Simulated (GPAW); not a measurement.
The system is CdS (Greenockite).

```
Cd S
1.0
     4.15000    0.00000    0.00000
    -2.07500    3.59401    0.00000
     0.00000    0.00000    6.73700
Cd S
2 2
Direct
  0.66667 0.33333 0.50000
  0.33333 0.66667 0.00000
  0.66667 0.33333 0.87500
  0.33333 0.66667 0.37500
```

Program: GPAW 26.7.0. Alike in all runs: cell as given; smearing fermi-dirac 0.05 eV.

Order these runs on this cell by their band gap on the k mesh, lowest first.
A. level MS2; potentials or basis GPAW PAW data sets (gpaw-data 1.2.1), pw; spin SOC, no magnetisation; k mesh 5 × 5 × 3; cutoff (eV) 600; maxiter 150; band path GMKGALHA,LM,KH; band points 80; spin axis theta (degrees) 90
B. level GLLB-SC; potentials or basis the program's PAW data sets (release 1.2.1) made for this functional, pw; spin off; k mesh 5 × 5 × 3; cutoff (eV) 600; maxiter 150; band path GMKGALHA,LM,KH; band points 80
C. level LDA; potentials or basis PAW data sets generated in the run's folder for this functional, pw; spin off; k mesh 5 × 5 × 3; cutoff (eV) 600; maxiter 150; band path GMKGALHA,LM,KH; band points 80
D. level TB-mBJ; potentials or basis GPAW PAW data sets for LDA (gpaw-data 1.2.1), pw; spin off; k mesh 5 × 5 × 3; cutoff (eV) 600; maxiter 150
E. level PBE; potentials or basis GPAW PAW data sets (gpaw-data 1.2.1), newer versions, pw; spin off; k mesh 6 × 6 × 3; cutoff (eV) 500; maxiter 80; data set S v3

C (0.89 eV), E (1.18 eV), A (1.50 eV), B (2.44 eV), D (2.69 eV).

Caveats: an odd mesh through Γ misses points on the zone boundary, where band edges often lie (some runs); a model potential gives levels but no total energy (some runs); spin-orbit coupling was added after a scalar SCF, so levels and gaps hold it while energy, forces, pressure and moments don't (some runs); this program's spin-orbit splittings come out too wide for heavy elements (some runs); the GLLB-SC gap is the Kohn-Sham gap of the path plus the derivative discontinuity (some runs).

Not every run made on this cell is shown here.
